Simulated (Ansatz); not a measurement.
**TiAl (Pm-3m): from the cell to its phonons**

Task: relax TiAl (Pm-3m), then find its harmonic phonons.

Main program and level: Ansatz 0.2.0; DFT PBEsol, scalar-relativistic, plane waves, PAW; PAW set soft_1.

The database entry behind the starting cell lists a temperature of 1381 K, so it need not match the best structure at ambient conditions.

## Step 1: Starting point

It takes space group Pm-3m (No. 221, cubic). The conventional cell has a = 3.018 Å, b = 3.018 Å, c = 3.018 Å, α = 90.00°, β = 90.00°, γ = 90.00°. Nearest to Ti lie 8 Al at 2.61 Å. Nearest to Al lie 8 Ti at 2.61 Å. Farther neighbours are not listed.

## Step 2: Coarse relaxation

A rough relaxation comes first, because large forces or stress need no tight tolerances yet.

Input file input.yaml:

```yaml
crystal:
  lattice:
    - [3.018, 0.0, 0.0]
    - [0.0, 3.018, 0.0]
    - [0.0, 0.0, 3.018]
  atoms:
    - { symbol: Ti, position: [0.5, 0.5, 0.5] }
    - { symbol: Al, position: [0.0, 0.0, 0.0] }
kpoints:
  mp_grid: { grid: [6, 6, 6] }
hamiltonian:
  xc: pbesol
  pseudopotentials: { kind: paw, azcp: { folder: soft_1 }, xc_functional: pbe }
scf:
  occupations: { method: gaussian, width: 0.1 }
output:
  forces: true
  stress: true
  eigenvalues: true
relax:
  adjacent_minimum: "off"
  f_tol: 0.05
  max_steps: 80
  cell: { stress_tol: 0.5 }
```

Run with:

```console
$ ansatz run input.yaml --threads 4 --pin off --max-ram 10240MiB --backend cpu --events-out ev --progress --plain --runs-dir out
```

Numbers of over 12 decimals in the logs are rounded to 6 here.

Log:

```text
The last accepted step is kept in <dir> (removed where the run ends without a failure and the disk answers)
Engine: ansatz 0.2.0, aarch64-unknown-linux-gnu
Pseudopotentials: kind: paw
Pseudopotential: Ti, paw, valence charge 12, recommended cutoff 420 eV (normal), soft_1/Ti.paw.azcp
Pseudopotential: Al, paw, valence charge 3, recommended cutoff 420 eV (normal), soft_1/Al.paw.azcp
Functional definition: PBEsol
[...]
--- Relaxed structure (2 steps of the walk, 2 accepted, 1 SCFs on fresh bases) ---
  F+E_penalty+E_count = -2998.99548633 eV   max|allowed force component| = 7.363e-30 eV/Å   (the final SCF, on the basis selected at the relaxed cell)
  cell:  # Å, volume = 31.4093 Å³
    - [3.155147, 0, 0.0]
    - [0, 3.155147, 0]
    - [0.0, 0, 3.155147]
  atoms:
    - { symbol: Ti, position: [0.5, 0.5, 0.5] }
    - { symbol: Al, position: [0, 0, 0] }
[key lines of the parts left out:]
SCF converged after 7 iterations
Free energy (F): -2998.995486 eV
Fermi energy:    11.618154 eV
P = ⅓ Tr σ = -0.1120 GPa (-1.120 kbar)
```

The job ended after 0.97 s (4 threads of Arm Neoverse V1, shared host; peak memory 0.29 GiB).

Relaxation path:

```tsv
step	energy less that of the first step (eV)	largest force component (eV/Å)	pressure (GPa)	volume (Å³)
1	0.0000	0.0000	20.55	27.49
2	-0.2229	0.0000	-0.15	31.41
3*	-0.2239	0.0000	-0.11	31.41
```

Relaxation steps marked * repeat the geometry before them on a plane-wave basis chosen anew for their cell, so energy and pressure can jump there.

Forces are held to the 48 operations that the run works with; a distortion that breaks them can't arise in this run.

```tsv
conventional cell, symmetrised	before	after	change
a (Å)	3.018	3.155	+4.5 %
b (Å)	3.018	3.155	+4.5 %
c (Å)	3.018	3.155	+4.5 %
volume (Å³/atom)	13.74	15.70	+14.3 %
```

The relaxed structure:

```cif
data_structure
_symmetry_space_group_name_H-M 'P 1'
_symmetry_Int_Tables_number 1
_cell_length_a 3.1551
_cell_length_b 3.1551
_cell_length_c 3.1551
_cell_angle_alpha 90.000
_cell_angle_beta 90.000
_cell_angle_gamma 90.000
_cell_volume 31.41
loop_
_atom_site_label
_atom_site_type_symbol
_atom_site_fract_x
_atom_site_fract_y
_atom_site_fract_z
_atom_site_occupancy
Ti1 Ti 0.50000 0.50000 0.50000 1
Al2 Al 0.00000 0.00000 0.00000 1
```

Numbers from this step:

* pressure: -0.1120 GPa
* volume per atom: 15.70 Å³
* gap on the k-mesh: 0 eV

In this step the volume went from 13.74 to 15.70 Å³/atom.

## Step 3: Relaxation

Harmonic phonons are second derivatives at a point where the forces vanish, and they are wanted at zero stress, so atoms and cell are relaxed first.

input.yaml, the sections that differ from step 2:

```yaml
crystal:
  lattice:
    - [3.1551465021, 0.0, 0.0]
    - [0.0, 3.1551465021, 0.0]
    - [0.0, 0.0, 3.1551465021]
  atoms:
    - { symbol: Ti, position: [0.5, 0.5, 0.5] }
    - { symbol: Al, position: [0.0, 0.0, 0.0] }
kpoints:
  mp_grid: { grid: [14, 14, 14] }
output:
  forces: true
  stress: true
  eigenvalues: true
  write_density: true
  write_potential: true
  elf: true
  volumetric_format: npy
relax:
  adjacent_minimum: "off"
  f_tol: 0.005
  max_steps: 80
  cell: { stress_tol: 0.05 }
# hamiltonian, scf: as in step 2
```

Log:

```text
[...]
Crystal: 2 atoms, lattice volume = 31.409 Å³
Basis set: ecut = 420 eV, 619 PW (Γ), exchange–correlation on 48×48×48 points (8 copies of the dense FFT grid, shifted against one another)
Bands: 12, of which v1, the nominal top of the filled ones, is band 8 counted from 1 (7 counted from 0)
Symmetry: 48 space group operations
[...]
k-points: 120 of 2744
[...]
SCF iter   1: F=—  HF=-2999.222813 eV  |F-HF|=—  |Δ(HF+E_count)|=         —  Δρ=4.47e-2  dr2=5.89e-1  ethr=3.10e-3  ⟨swp⟩=4.9  Hψ=7270  notcnv=0
[...]
SCF iter   6: F=-2998.995785 eV  HF=-2998.995785 eV  |F-HF|=4.40e-9  |Δ(HF+E_count)|=   6.33e-8  Δρ=4.06e-6  dr2=4.31e-9  ethr=6.67e-10  ⟨swp⟩=8.4  Hψ=8726  notcnv=0
SCF 1 converged in 6 iterations: F = -2998.995785 eV  dr2 = 4.31e-9
[...]
relax step   1: F+E_penalty+E_count = -2998.99578476 eV  Δ(F+E_penalty+E_count) = +0.000e0 eV  max|allowed force component| = 3.205e-30 eV/Å  Δτ_max = 0.0000 Å  P = +0.074 GPa  Ω = 31.409 Å³  (6 SCF iters, dr2 threshold 1.00e-7 eV, accepted)
Crystal: 2 atoms, lattice volume = 31.437 Å³
[...]
SCF iter   6: F=-2998.995783 eV  HF=-2998.995783 eV  |F-HF|=9.09e-13  |Δ(HF+E_count)|=    0.00e0  Δρ=1.37e-9  dr2=4.14e-16  ethr=1.00e-12  ⟨swp⟩=2.2  Hψ=4283  notcnv=0
SCF 2 converged in 6 iterations: F = -2998.995783 eV  dr2 = 4.14e-16
relax step   2: F+E_penalty+E_count = -2998.99578326 eV  Δ(F+E_penalty+E_count) = +1.507e-6 eV  max|allowed force component| = 2.104e-30 eV/Å  Δτ_max = 0.0000 Å  P = -0.031 GPa  Ω = 31.437 Å³  energy of the carried Pulay correction = -5.231e-6 eV  (6 SCF iters, accepted)
[...]
SCF iter   7: F=-2998.995791 eV  HF=-2998.995791 eV  |F-HF|=9.09e-13  |Δ(HF+E_count)|=  9.09e-13  Δρ=1.48e-9  dr2=2.45e-16  ethr=1.00e-12  ⟨swp⟩=1.1  Hψ=3373  notcnv=0
SCF 3 converged in 7 iterations: F = -2998.995791 eV  dr2 = 2.45e-16
relax step   3: F+E_penalty+E_count = -2998.99579133 eV  Δ(F+E_penalty+E_count) = -8.073e-6 eV  max|allowed force component| = 3.155e-30 eV/Å  Δτ_max = 0.0000 Å  P = -0.031 GPa  Ω = 31.437 Å³  stress off target by 3.10e-2 GPa  SCF on the basis re-selected at this cell (its energy is not comparable with the rows above)  (7 SCF iters)
[...]
SCF converged after 7 iterations
Free energy (F): -2998.995791 eV
[...]
Internal energy: -2998.983760 eV  (E = F + TS)
E sigma→0 (E₀):  -2998.989776 eV
Entropy (-TS):   -0.012031 eV (-6.016 meV/atom)
Fermi energy:    11.595117 eV
[...]
--- Stress (GPa, compression-positive) ---
       -0.031024       0.000000       0.000000
        0.000000      -0.031024      -0.000000
        0.000000       0.000000      -0.031024
  P = ⅓ Tr σ = -0.0310 GPa (-0.310 kbar)
--- Band table (eV; the first three rows and the last of 120) ---
  k-point 0: bands = [... 4 lower, 2.2389, 10.1006, 10.1006, 13.4349, 13.4349, 13.4349, 16.1065, 16.1065]
  k-point 1: bands = [... 4 lower, 2.3219, 10.0610, 10.1384, 13.2875, 13.2875, 13.4451, 15.7593, 16.3132]
  k-point 2: bands = [... 4 lower, 2.5686, 9.8948, 10.2476, 12.9486, 12.9486, 13.4741, 15.0874, 16.8328]
  k-point 119: bands = [... 4 lower, 8.4269, 8.4269, 8.4269, 12.3683, 14.5022, 14.5022, 14.5495, 14.5495]
--- Relaxed structure (2 steps of the walk, 2 accepted, 1 SCFs on fresh bases) ---
[...]
cell:  # Å, volume = 31.4371 Å³
    - [3.156075, 0, 0.0]
    - [0, 3.156075, 0.0]
    - [0.0, 0.0, 3.156075]
  atoms:
    - { symbol: Ti, position: [0.5, 0.5, 0.5] }
    - { symbol: Al, position: [0, 0, 0.0] }
```

Elapsed: 2.9 s, on 4 threads; peak memory 0.36 GiB.

Little changed from the start: no atom moved by 0.005 Å and no cell edge by 0.1 %.

This step gave:

```yaml
pressure: -0.03102 GPa
volume_per_atom: 15.72 Å³
```

ELF in the ac plane at fractional y = 0.000, with atoms of Al within 0.2 Å of it. It is the smooth field of the valence electrons, not physical close to the nuclei.

Values, 16 rows by 16 columns:
```
0.29 0.09 0.03 0.20 0.51 0.68 0.70 0.69 0.68 0.69 0.70 0.68 0.51 0.20 0.03 0.09
0.00 0.03 0.10 0.31 0.57 0.67 0.68 0.66 0.65 0.66 0.68 0.67 0.57 0.31 0.10 0.03
0.18 0.20 0.31 0.49 0.61 0.65 0.63 0.61 0.60 0.61 0.63 0.65 0.61 0.49 0.31 0.20
0.49 0.51 0.57 0.61 0.63 0.61 0.58 0.55 0.54 0.55 0.58 0.61 0.63 0.61 0.57 0.51
0.69 0.68 0.67 0.65 0.61 0.57 0.53 0.50 0.49 0.50 0.53 0.57 0.61 0.65 0.67 0.68
0.71 0.70 0.68 0.63 0.58 0.53 0.49 0.47 0.46 0.47 0.49 0.53 0.58 0.63 0.68 0.70
0.71 0.69 0.66 0.61 0.55 0.50 0.47 0.45 0.45 0.45 0.47 0.50 0.55 0.61 0.66 0.69
0.69 0.68 0.65 0.60 0.54 0.49 0.46 0.45 0.44 0.45 0.46 0.49 0.54 0.60 0.65 0.68
0.71 0.69 0.66 0.61 0.55 0.50 0.47 0.45 0.45 0.45 0.47 0.50 0.55 0.61 0.66 0.69
0.71 0.70 0.68 0.63 0.58 0.53 0.49 0.47 0.46 0.47 0.49 0.53 0.58 0.63 0.68 0.70
0.69 0.68 0.67 0.65 0.61 0.57 0.53 0.50 0.49 0.50 0.53 0.57 0.61 0.65 0.67 0.68
0.49 0.51 0.57 0.61 0.63 0.61 0.58 0.55 0.54 0.55 0.58 0.61 0.63 0.61 0.57 0.51
0.18 0.20 0.31 0.49 0.61 0.65 0.63 0.61 0.60 0.61 0.63 0.65 0.61 0.49 0.31 0.20
0.00 0.03 0.10 0.31 0.57 0.67 0.68 0.66 0.65 0.66 0.68 0.67 0.57 0.31 0.10 0.03
0.29 0.09 0.03 0.20 0.51 0.68 0.70 0.69 0.68 0.69 0.70 0.68 0.51 0.20 0.03 0.09
0.96 0.29 0.00 0.18 0.49 0.69 0.71 0.71 0.69 0.71 0.71 0.69 0.49 0.18 0.00 0.29
```
Columns run along a (3.2 Å), rows up along c (3.2 Å). Atoms in or near the plane, at fractional coordinates: Al at (0.00, 0.00).

Valence density in the ac plane at fractional y = 0.000, with atoms of Al within 0.2 Å of it. It is the smooth field of the valence electrons, not physical close to the nuclei.

Ten even steps from '_' (0.05 e/Å³) to '@' (0.23 e/Å³):
```
____::++%%@@@@%%%%%%@@@@%%++::__
..::==##@@@@@@%%%%%%@@@@@@##==::
==++##%%@@@@%%%%##%%%%@@@@%%##++
%%%%@@@@@@%%%%######%%%%@@@@@@%%
@@@@@@@@%%%%##########%%%%@@@@@@
@@@@@@%%%%##############%%%%@@@@
%%%%%%%%##################%%%%%%
%%%%%%######################%%%%
%%%%%%%%##################%%%%%%
@@@@@@%%%%##############%%%%@@@@
@@@@@@@@%%%%##########%%%%@@@@@@
%%%%@@@@@@%%%%######%%%%@@@@@@%%
==++##%%@@@@%%%%##%%%%@@@@%%##++
..::==##@@@@@@%%%%%%@@@@@@##==::
____::++%%@@@@%%%%%%@@@@%%++::__
____..==%%@@@@%%%%%%@@@@%%==..__
```
Columns run along a (3.2 Å), rows up along c (3.2 Å). Atoms in or near the plane, at fractional coordinates: Al at (0.00, 0.00).

Electrostatic potential energy in the ac plane at fractional y = 0.000, with atoms of Al within 0.2 Å of it. With pseudopotentials it is smooth inside the atoms' cores, unlike the true potential.

Values in eV, 16 rows by 16 columns:
```
22 22  6 -4 -5  4 10 12 13 12 10  4 -5 -4  6 22
10  6 -1 -5 -2  7 10 13 13 13 10  7 -2 -5 -1  6
-3 -4 -5 -4  3  9 11 13 13 13 11  9  3 -4 -5 -4
-5 -5 -2  3  8 10 12 13 13 13 12 10  8  3 -2 -5
 4  4  7  9 10 12 12 13 13 13 12 12 10  9  7  4
10 10 10 11 12 12 12 13 13 13 12 12 12 11 10 10
12 12 13 13 13 13 13 12 12 12 13 13 13 13 13 12
13 13 13 13 13 13 13 12 12 12 13 13 13 13 13 13
12 12 13 13 13 13 13 12 12 12 13 13 13 13 13 12
10 10 10 11 12 12 12 13 13 13 12 12 12 11 10 10
 4  4  7  9 10 12 12 13 13 13 12 12 10  9  7  4
-5 -5 -2  3  8 10 12 13 13 13 12 10  8  3 -2 -5
-3 -4 -5 -4  3  9 11 13 13 13 11  9  3 -4 -5 -4
10  6 -1 -5 -2  7 10 13 13 13 10  7 -2 -5 -1  6
22 22  6 -4 -5  4 10 12 13 12 10  4 -5 -4  6 22
22 22 10 -3 -5  4 10 12 13 12 10  4 -5 -3 10 22
```
Columns run along a (3.2 Å; values clipped at the 3rd and 97th percentile), rows up along c (3.2 Å). Atoms in or near the plane, at fractional coordinates: Al at (0.00, 0.00).

In this step the volume went from 15.70 to 15.72 Å³/atom.

## Step 4: Tight relaxation

Phonons need a cell at rest on their own settings, so the relaxation is repeated with tight tolerances on forces and stress, using the mesh and the filling of the phonon run that follows.

Input file input.yaml:

```yaml
crystal:
  lattice:
    - [3.1560748186, 0.0, 0.0]
    - [0.0, 3.1560748186, 0.0]
    - [0.0, 0.0, 3.1560748186]
  atoms:
    - { symbol: Ti, position: [0.5, 0.5, 0.5] }
    - { symbol: Al, position: [0.0, 0.0, 0.0] }
kpoints:
  mp_grid: { grid: [16, 16, 16] }
hamiltonian:
  xc: pbesol
  pseudopotentials: { kind: paw, azcp: { folder: soft_1 }, xc_functional: pbe }
scf:
  occupations: { method: methfessel_paxton, width: 0.2 }
output:
  forces: true
  stress: true
  eigenvalues: true
relax:
  adjacent_minimum: "off"
  f_tol: 0.001
  max_steps: 60
  cell: { stress_tol: 0.01 }
```

Log:

```text
[...]
Crystal: 2 atoms, lattice volume = 31.437 Å³
Basis set: ecut = 420 eV, 619 PW (Γ), exchange–correlation on 48×48×48 points (8 copies of the dense FFT grid, shifted against one another)
Bands: 12, of which v1, the nominal top of the filled ones, is band 8 counted from 1 (7 counted from 0)
Symmetry: 48 space group operations
[...]
k-points: 165 of 4096
[...]
k-point 164: bands = [... 4 lower, 8.4299, 8.4299, 8.4299, 12.3742, 14.5067, 14.5067, 14.5558, 14.5558]
--- Relaxed structure (3 steps of the walk, 3 accepted, 1 SCFs on fresh bases) ---
[...]
cell:  # Å, volume = 31.4250 Å³
    - [3.155672, 0, 0.0]
    - [0, 3.155672, 0]
    - [0.0, 0, 3.155672]
  atoms:
    - { symbol: Ti, position: [0.500000, 0.500000, 0.500000] }
    - { symbol: Al, position: [0, 0, 0] }
[key lines of the parts left out:]
SCF converged after 4 iterations
Free energy (F): -2998.988655 eV
Fermi energy:    11.595982 eV
P = ⅓ Tr σ = -0.0001 GPa (-0.001 kbar)
```

It took 4.3 s on 4 threads; peak memory 0.38 GiB; 15 s of CPU time.

Little changed from the start: no atom moved by 0.005 Å and no cell edge by 0.1 %.

This step gave:

* pressure: -8.80e-5 GPa
* volume per atom: 15.71 Å³

The forces vanish by symmetry and the pressure is 0.000 GPa, within the tolerances set. The cell now holds 15.71 Å³/atom.

## Step 5: Linear response at the zone centre

The zone centre comes first: it holds the modes that light can see, as far as symmetry allows. No field response is asked, since the mesh shows no gap.

input.yaml, the sections that differ from step 4:

```yaml
crystal:
  lattice:
    - [3.1556724881, 0.0, 0.0]
    - [0.0, 3.1556724881, 0.0]
    - [0.0, 0.0, 3.1556724881]
  atoms:
    - { symbol: Ti, position: [0.5, 0.5, 0.5] }
    - { symbol: Al, position: [0.0, 0.0, 0.0] }
output:
  eigenvalues: true
phonons:
  method: dfpt
# kpoints, hamiltonian, scf: as in step 4
# relax: removed
```

Log:

```text
[...]
Crystal: 2 atoms, lattice volume = 31.425 Å³
Basis set: ecut = 420 eV, 619 PW (Γ), exchange–correlation on 48×48×48 points (8 copies of the dense FFT grid, shifted against one another)
Bands: 12, of which v1, the nominal top of the filled ones, is band 8 counted from 1 (7 counted from 0)
Symmetry: 48 space group operations
k-points: 405 of 4096 (irreducible under 8 space group operations, time reversal used)
[...]
SCF iter   1: F=—  HF=-2999.217538 eV  |F-HF|=—  |Δ(HF+E_count)|=         —  Δρ=4.50e-2  dr2=5.97e-1  ethr=3.10e-3  ⟨swp⟩=4.9  Hψ=24537  notcnv=0
[...]
SCF iter   7: F=-2998.988655 eV  HF=-2998.988655 eV  |F-HF|=2.27e-12  |Δ(HF+E_count)|=   1.62e-9  S|Δr|=    0.00e0  Δρ=2.03e-7  dr2=6.78e-12  ethr=1.00e-12  ⟨swp⟩=3.6  Hψ=21766  notcnv=0
[...]
SCF 1 converged in 7 iterations: F = -2998.988655 eV  dr2 = 6.78e-12
[...]
DFPT response loops at Γ: preconditioner auto → Kerker (q_TF=auto, 2.412 Å⁻¹) (partly filled bands, converged f_vac=0.000); β = 1.00, the filter's whole step (`scf.mixing.beta` (0.50) is not read by the response loops under this deck's `scf.mixing.preconditioner`; to damp them name `kerker` or `kerker_dos`, under which they read `scf.mixing.beta`, and type it under 1.00, their step now; both keys bind the ground state too); Broyden in place of MSR1
SCF converged after 7 iterations
[...]
Free energy (F): -2998.988655 eV
[...]
Internal energy: -2998.985703 eV  (E = F + TS)
E sigma→0 (E₀):  -2998.987917 eV
Entropy (-TS):   -0.002952 eV (-1.476 meV/atom)
Fermi energy:    11.595981 eV
[...]
--- Band table (eV; the first three rows and the last of 405) ---
  k-point 0: bands = [... 4 lower, 2.2419, 10.1040, 10.1040, 13.4387, 13.4387, 13.4387, 16.1127, 16.1127]
  k-point 1: bands = [... 4 lower, 2.3056, 10.0745, 10.1331, 13.3238, 13.3238, 13.4466, 15.8390, 16.2731]
  k-point 2: bands = [... 4 lower, 2.4950, 9.9575, 10.2176, 13.0460, 13.0460, 13.4692, 15.2606, 16.6887]
  k-point 404: bands = [... 4 lower, 8.4299, 8.4299, 8.4299, 12.3742, 14.5067, 14.5067, 14.5558, 14.5558]
--- Phonons (Γ-DFPT): 2 representative perturbations + reference, on 405 of 4096 k-points (Σ response iterations 6) ---
  k mesh reduced under 8 symmetry operations, with k and −k counted as one. Each operation leaves every solved perturbation unchanged. A smaller set is not used because it would not reduce the number of displacements times k-points to solve
  ASR residual: 1.042e-4 → 0.000e0 eV/Å²; symmetrization residual: 2.730e-6 eV/Å²
  ASR residual per site (eV/Å²): 1.04e-4 1.19e-5
  Γ frequencies (cm⁻¹): 0.00 0.00 0.00 322.98 322.98 322.98
  non-analytic LO–TO correction: not included (Born effective charges unavailable; polar crystals: no LO–TO splitting at Γ)
```

Elapsed: 11 s, on 4 threads; peak memory 0.74 GiB; 39 s of CPU time.

This step gave:

```yaml
sum_rule_residual_before_enforcement: 1.04e-4 eV/Å²
point_group: m-3m
highest_optical_mode_at_the_zone_centre_no_lo_to_term: 323.0 cm⁻¹
lowest_optical_zone_centre_mode: 323.0 cm⁻¹
```

Patterns of degenerate modes are one choice out of their space. Modes at Γ, with each element's share of the kinetic energy:

```tsv
mode	frequency (cm⁻¹)	symmetry	Ti %	Al %
1	0.0	acoustic	64	36
2	0.0	acoustic	64	36
3	0.0	acoustic	64	36
4	323.0	T1u	36	64
5	323.0	T1u	36	64
6	323.0	T1u	36	64
```

Displacements in mode 6 (323.0 cm⁻¹), the largest set to 1:
```
Ti1  0.00  0.00 -0.56
Al2  0.00  0.00  1.00
```

Before it was imposed, the acoustic sum rule was missed by 1.0e-4 eV/Å². Small misses are needed for a sound result but don't prove that mesh and cutoff are converged. The lowest optical mode is real, 323 cm⁻¹.

[end of part 1 of 2]

[Logs are printed without paths, hosts, clocks, repeated set-up lines and the standing remarks that a program may print on its own settings, such as how far it seeks lower states.]

[Hosts, paths, dates, database ids (printed as entryN), source tags and the programs' standing remarks are cut or masked in the printed files.]
